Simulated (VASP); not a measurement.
# SiC (Moissanite 3C) (F-43m) in VASP: settings compared

One crystal, SiC (Moissanite 3C), is run at these levels: LDA, PBEsol; tasks: relaxation of cell and atoms.

All numbers are computed with VASP 6.6.1; they aren't measurements. Logs are shortened: lines on timing, memory, paths and dates and some standing lists are left out, and cuts for length are marked.

## Step 1: Starting point

It takes space group F-43m (No. 216, cubic). Conventional cell: a = 4.358 Å, b = 4.358 Å, c = 4.358 Å, α = 90.00°, β = 90.00°, γ = 90.00°. Si (site symmetry -43m) is surrounded by 4 C at 1.89 Å. Around C (site symmetry -43m) lie 4 Si at 1.89 Å.

## Step 2: Relaxation of cell and atoms, LDA

Contents of INCAR:

```
PREC = Accurate ; ENCUT = 600
EDIFF = 1E-6 ; ISMEAR = 0
SIGMA = 0.03 ; LREAL = False
LASPH = True ; NELM = 80
ALGO = Normal ; ISIF = 3
LWAVE = False ; LCHARG = False
IBRION = 2 ; NSW = 90
EDIFFG = -0.01
```

Contents of KPOINTS:

```
Automatic mesh
0
Gamma
  10 10 10
```

Contents of POSCAR:

```
SiC
1.0
    0.0000000000      2.1790000000      2.1790000000
    2.1790000000      0.0000000000      2.1790000000
    2.1790000000      2.1790000000      0.0000000000
Si C
1 1
Direct
    0.0000000000      0.0000000000      0.0000000000
    0.2500000000      0.2500000000      0.2500000000
```

Potentials or basis: VASP PAW LDA potentials, release 64 (Si, C).

Command:

```bash
cat potpaw_LDA.64/Si/POTCAR potpaw_LDA.64/C/POTCAR > POTCAR
mpirun -np 1 vasp_std > vasp.out
```

OUTCAR:

```text
PREC = Accurate
   ENCUT = 600
   EDIFF = 1E-6
   ISMEAR = 0
   LREAL = False
   LASPH = True
   NELM = 80
   ISIF = 3
   IBRION = 2
   NSW = 90
   EDIFFG = -0.01

 ion  position               nearest neighbor table
   1  0.000  0.000  0.000-   2 1.89   2 1.89   2 1.89   2 1.89
   2  0.250  0.250  0.250-   1 1.89   1 1.89   1 1.89   1 1.89

  LATTYP: Found a face centered cubic cell.
 ALAT       =     4.3580000000

  Lattice vectors:

 A1 = (   0.0000000000,   2.1790000000,   2.1790000000)
 A2 = (   2.1790000000,   0.0000000000,   2.1790000000)
 A3 = (   2.1790000000,   2.1790000000,   0.0000000000)

Analysis of symmetry for initial positions (statically):
=====================================================================
 Subroutine PRICEL returns:
 Original cell was already a primitive cell.

 Routine SETGRP: Setting up the symmetry group for a
 face centered cubic supercell.

 Subroutine GETGRP returns: Found 24 space group operations
 (whereof 24 operations were pure point group operations)
 out of a pool of 48 trial point group operations.

The static configuration has the point symmetry T_d .

Analysis of symmetry for dynamics (positions and initial velocities):
=====================================================================
 Subroutine PRICEL returns:
 Original cell was already a primitive cell.

 Routine SETGRP: Setting up the symmetry group for a
 face centered cubic supercell.

 Subroutine GETGRP returns: Found 24 space group operations
 (whereof 24 operations were pure point group operations)
 out of a pool of 48 trial point group operations.

The dynamic configuration has the point symmetry T_d .

 Subroutine INISYM returns: Found 24 space group operations
 (whereof 24 operations are pure point group operations),
 and found     1 'primitive' translations

----------------------------------------------------------------------------------------

                                     Primitive cell

  volume of cell :      20.6920

  direct lattice vectors                    reciprocal lattice vectors
     0.000000000  2.179000000  2.179000000    -0.229463056  0.229463056  0.229463056
     2.179000000  0.000000000  2.179000000     0.229463056 -0.229463056  0.229463056
[... 100 lines left out ...]
   ISMEAR =     0;   SIGMA  =   0.03  broadening in eV -4-tet -1-fermi 0-gaus
   EFERMI_NEDOS =   21; number of points for ismear=-14 and -15
   IALGO  =     38    algorithm
   IMIX   =      4    mixing-type and parameters
     AMIX     =   0.40;   BMIX     =  1.00
     AMIX_MAG =   1.60;   BMIX_MAG =  1.00
  volume/ion in A,a.u.               =      10.35        69.82
  Fermi-wavevector in a.u.,A,eV,Ry     =   1.192626  2.253736 19.352338  1.422357
  Thomas-Fermi vector in A             =   2.328660
   LORBIT       =      0    0 simple, 1 ext, 2 COOP (PROOUT), +10 PAW based schemes
   GGA     = CA    functional components
   LHFCALC =     F    Hartree Fock is set to
   AEXX    =    0.0000 exact exchange contribution
   IVDW    =     0    specifies the selected vdW correction
   LEPSILON=     F    determine dielectric tensor
   LRPA    =     F    only Hartree local field effects (RPA)
 conjugate gradient relaxation of ions
 non-spin polarized calculation
 Gauss-broadening in eV      SIGMA  =   0.03
  energy-cutoff  :      600.00
  volume of cell :       20.69
 maximum number of plane-waves:       701
 NGX is ok and might be reduce to    28
   NGX = 13   NGY = 13   NGZ = 13

--------------------------------------- Ionic step        1  -------------------------------------------

 number of electron       8.0000000 magnetization

 Free energy of the ion-electron system (eV)
  ---------------------------------------------------
  ext. energy  EPLUGINS =         0.00000000
  ---------------------------------------------------
  free energy    TOTEN  =       -16.63997383 eV

  energy without entropy =      -16.63997383  energy(sigma->0) =      -16.63997383

------------------------ aborting loop because EDIFF is reached ----------------------------------------

  FORCE on cell =-STRESS in cart. coord.  units (eV):
  Direction    XX          YY          ZZ          XY          YZ          ZX
  --------------------------------------------------------------------------------------
  -------------------------------------------------------------------------------------
  Total       -0.5395849     -0.5395849     -0.5395849     -0.0000000     -0.0000000     -0.0000000
  in kB      -41.7800202    -41.7800202    -41.7800202     -0.0000000     -0.0000000     -0.0000000
  external PRESSURE =     -41.7800202 kB  Pullay stress =       0.0000000 kB
[... 59 lines left out ...]
--------------------------------------- Ionic step        3  -------------------------------------------

 number of electron       8.0000000 magnetization

 Free energy of the ion-electron system (eV)
  ---------------------------------------------------
  ext. energy  EPLUGINS =         0.00000000
  ---------------------------------------------------
  free energy    TOTEN  =       -16.64514538 eV

  energy without entropy =      -16.64514538  energy(sigma->0) =      -16.64514538

 E-fermi :   8.4481     XC(G=0): -11.6373

 val. band max:        8.2777736315   @ k =   0.0000   0.0000   0.0000
 cond. band min:       9.5667635569   @ k =   0.5000   0.5000   0.0000
 fundamental gap:      1.2889899254
 Fermi energy:         8.4481384428

 k-point     1 :       0.0000    0.0000    0.0000
  band No.  band energies     occupation
      1      -7.1865      2.00000
      2       8.2778      2.00000
      3       8.2778      2.00000
      4       8.2778      2.00000
      5      14.7931      0.00000
      6      15.6018      0.00000
      7      15.6018      0.00000
      8      15.6018      0.00000
[... 243 lines left out ...]
 k-point    24 :       0.4000    0.3000    0.0000
  band No.  band energies     occupation
      1      -3.9738      2.00000
      2       2.7223      2.00000
      3       5.0745      2.00000
      4       5.6158      2.00000
      5      11.0961      0.00000
      6      13.8590      0.00000
      7      19.9649      0.00000
      8      20.2352      0.00000

 [... further k-points ...]

------------------------ aborting loop because EDIFF is reached ----------------------------------------

  FORCE on cell =-STRESS in cart. coord.  units (eV):
  Direction    XX          YY          ZZ          XY          YZ          ZX
  --------------------------------------------------------------------------------------
  -------------------------------------------------------------------------------------
  Total       -0.0020015     -0.0020015     -0.0020015     -0.0000000      0.0000000      0.0000000
  in kB       -0.1579395     -0.1579395     -0.1579395     -0.0000000      0.0000000      0.0000000
  external PRESSURE =      -0.1579395 kB  Pullay stress =       0.0000000 kB
[... 17 lines left out ...]
  FREE ENERGIE OF THE ION-ELECTRON SYSTEM (eV)
  ---------------------------------------------------
  free  energy   TOTEN  =       -16.6451453834 eV

  energy  without entropy=      -16.6451453834  energy(sigma->0) =      -16.64514538

 reached required accuracy - stopping structural energy minimisation
```

Run time: 11 s. Hardware: 1 thread of Intel Xeon 6975P-C (Granite Rapids), shared host; peak memory 0.14 GiB.

Results:

```
Free energy                            : -16.6451 eV
Relaxed volume                         : 10.15 Å³/atom
Relaxed cell                           : a = 3.062 Å, b = 3.062 Å, c = 3.062 Å, α = 60.00°, β = 60.00°, γ = 60.00°
Space group after relaxing (to 0.05 Å) : F-43m (No. 216)
Energy gained by relaxing              : 2.6 meV/atom
Ionic steps                            : 3
Pressure after relaxing                : 0.0 GPa
Band gap on the k mesh                 : 1.29 eV, indirect (least direct gap 4.52 eV)
```

The path:
```csv
step,energy change (eV),largest force (eV/Å),pressure (GPa),volume (Å³)
1,0.0000,0.0000,-4.18,20.69
2,0.0009,0.0000,4.83,19.89
3,-0.0052,0.0000,-0.02,20.30
```

Final structure:
```yaml
crystal:
  lattice:
    - [0.00000, 2.16528, 2.16528]
    - [2.16528, 0.00000, 2.16528]
    - [2.16528, 2.16528, 0.00000]
  atoms:
    - { symbol: Si, position: [0.00000, 0.00000, 0.00000] }
    - { symbol: C, position: [0.25000, 0.25000, 0.25000] }
```

Levels at points of the mesh, in eV from the valence-band top:
```tsv
k point	band 2	band 3	band 4	band 5	band 6	band 7
(0.00, 0.00, 0.00)	0.00	0.00	0.00	6.52	7.32	7.32
(0.50, 0.00, 0.00)	-8.66	-1.06	-1.06	5.56	7.21	7.21
(0.50, 0.50, 0.00)	-7.87	-3.23	-3.23	1.29	4.26	14.05
```

A k mesh can miss the band edges. Zero-point motion and thermal expansion aren't in these numbers.

## Step 3: Relaxation of cell and atoms, LDA

This run uses another cell than the first one, of 10.15 Å³/atom, 0.981 times its volume.

Contents of INCAR:

```
PREC = Accurate ; ENCUT = 600
EDIFF = 1E-7 ; ISMEAR = 0
SIGMA = 0.03 ; LREAL = False
LASPH = True ; NELM = 80
ALGO = Normal ; ISIF = 3
LWAVE = False ; LCHARG = False
IBRION = 2 ; NSW = 90
EDIFFG = -0.005
```

KPOINTS is that of step 2.

Contents of POSCAR:

```
SiC                                     
1.0
    0.0000000000      2.1652753731      2.1652753731
    2.1652753731     -0.0000000000      2.1652753731
    2.1652753731      2.1652753731     -0.0000000000
  Si              C             
     1     1
Direct
     0.0000000000000000    0.0000000000000000    0.0000000000000000
     0.2500000000000000    0.2500000000000000    0.2500000000000000
```

Potentials or basis: VASP PAW LDA potentials, release 64 (Si, C).

Command:

```bash
cat potpaw_LDA.64/Si/POTCAR potpaw_LDA.64/C/POTCAR > POTCAR
mpirun -np 1 vasp_std > vasp.out
```

It took 4.4 s on 1 thread of Intel Xeon 6975P-C (Granite Rapids), shared host; peak memory 0.12 GiB.

The run converged. Its results:

```yaml
Free_energy: -16.6447 eV
Pressure_after_relaxing: 0.0 GPa
Band_gap_on_the_k_mesh: 1.29 eV, indirect (least direct gap 4.52 eV)
```

Final structure:
```cif
data_structure
_symmetry_space_group_name_H-M 'P 1'
_symmetry_Int_Tables_number 1
_cell_length_a 3.0622
_cell_length_b 3.0622
_cell_length_c 3.0622
_cell_angle_alpha 60.000
_cell_angle_beta 60.000
_cell_angle_gamma 60.000
_cell_volume 20.30
loop_
_atom_site_label
_atom_site_type_symbol
_atom_site_fract_x
_atom_site_fract_y
_atom_site_fract_z
_atom_site_occupancy
Si1 Si 0.00000 0.00000 0.00000 1
C1 C 0.25000 0.25000 0.25000 1
```

Levels at points of the mesh, in eV from the valence-band top:
| k point | band 1 | band 2 | band 3 | band 4 | band 5 | band 6 | band 7 | band 8 |
| --- | --- | --- | --- | --- | --- | --- | --- | --- |
| (0.00, 0.00, 0.00) | -15.46 | 0.00 | 0.00 | 0.00 | 6.52 | 7.32 | 7.32 | 7.32 |
| (0.50, 0.00, 0.00) | -11.77 | -8.66 | -1.06 | -1.06 | 5.56 | 7.21 | 7.21 | 10.02 |
| (0.50, 0.50, 0.00) | -10.27 | -7.87 | -3.23 | -3.23 | 1.29 | 4.26 | 14.05 | 14.05 |

Caveat: the relaxation stopped at its first step, so nothing moved. Expect the measured gap to be larger: semilocal functionals such as LDA lack the derivative discontinuity.

## Step 4: Relaxation of cell and atoms, PBEsol

Contents of INCAR:

```
ALGO = Normal ; EDIFF = 1E-6
EDIFFG = -0.01 ; ENCUT = 600
GGA = PS ; IBRION = 2
ISIF = 3 ; ISMEAR = 0
LASPH = True ; LCHARG = False
LREAL = False ; LWAVE = False
NELM = 80 ; NSW = 90
PREC = Accurate ; SIGMA = 0.03
```

Contents of KPOINTS:

```
k-points
0
Gamma
  10 10 10
```

Contents of POSCAR:

```
SiC
1.0
    0.0000000000      2.1790000000      2.1790000000
    2.1790000000      0.0000000000      2.1790000000
    2.1790000000      2.1790000000      0.0000000000
Si C
1 1
Direct
    0.0000000000      0.0000000000      0.0000000000
    0.2500000000      0.2500000000      0.2500000000
```

Potentials or basis: VASP PAW PBE potentials, release 64 (Si, C).

Command:

```bash
cat potpaw_PBE.64/Si/POTCAR potpaw_PBE.64/C/POTCAR > POTCAR
mpirun -np 1 vasp_std > vasp.out
```

It took 8.6 s on 1 thread of Intel Xeon Platinum 8488C (Sapphire Rapids), shared host; peak memory 0.14 GiB.

It converged, with:

```yaml
Free_energy: -15.9161 eV
Pressure_after_relaxing: 0.0 GPa
Band_gap_on_the_k_mesh: 1.23 eV, indirect (least direct gap 4.44 eV)
```

Final structure:
```xyz
2
Lattice="0.0000 2.1790 2.1790 2.1790 0.0000 2.1790 2.1790 2.1790 0.0000" Properties=species:S:1:pos:R:3 pbc="T T T"
Si    0.0000    0.0000    0.0000
C     1.0895    1.0895    1.0895
```

Levels at points of the mesh, in eV from the valence-band top:
```tsv
k point	band 1	band 2	band 3	band 4	band 5	band 6	band 7	band 8
(0.00, 0.00, 0.00)	-15.42	0.00	0.00	0.00	6.19	7.24	7.24	7.24
(0.50, 0.00, 0.00)	-11.82	-8.60	-1.06	-1.06	5.37	7.14	7.14	9.92
(0.50, 0.50, 0.00)	-10.36	-7.83	-3.21	-3.21	1.23	4.20	13.95	13.95
```

Caveat: the relaxation stopped at its first step, so nothing moved; the PAW data sets were made with another functional, which shifts forces and pressure a little. PBEsol gaps usually lie below the measured ones, often by a third to a half.
